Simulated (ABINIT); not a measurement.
Runs of ABINIT 10.8.3 (patched build) on MgO. It takes space group Fm-3m (No. 225, cubic). Conventional cell: a = 4.194 Å, b = 4.194 Å, c = 4.194 Å, α = 90.00°, β = 90.00°, γ = 90.00°. Mg (site symmetry m-3m) is surrounded by 6 O at 2.10 Å. Around O (site symmetry m-3m) lie 6 Mg at 2.10 Å. The cell is a database's computed one.

```csv
task,level,potentials or basis,k mesh,cutoff (eV),fine-grid cutoff,mesh quality,V0 of scaled cells (Å³/atom),B0 (GPa)
equation of state,SOGGA,JTH PAW PBE v2.0,11 × 11 × 11,626,1224.51 eV,not flagged,9.35,158
equation of state,BLYP+D3(BJ),JTH PAW PBE v2.0,11 × 11 × 11,626,1224.51 eV,not flagged,9.15,166
equation of state,PBEsol,JTH PAW PBE v2.0,11 × 11 × 11,789,1387.78 eV,not flagged,(b),157
equation of state,LDA,JTH PAW LDA v2.0,11 × 11 × 11,490,979.61 eV,not flagged,9.04,(a)
```

Alike in all rows: no spin polarisation; cell as given; smearing fermi-dirac 0.05 eV.

Question: Fill in the values left out.

Answer: (a) 171; (b) 9.38.

Caveats: pressures at fixed basis lie under the slope of the energies; the PAW data sets were made with another functional, which shifts forces and pressure a little (some runs).

Runs at the PBE level aren't shown here.
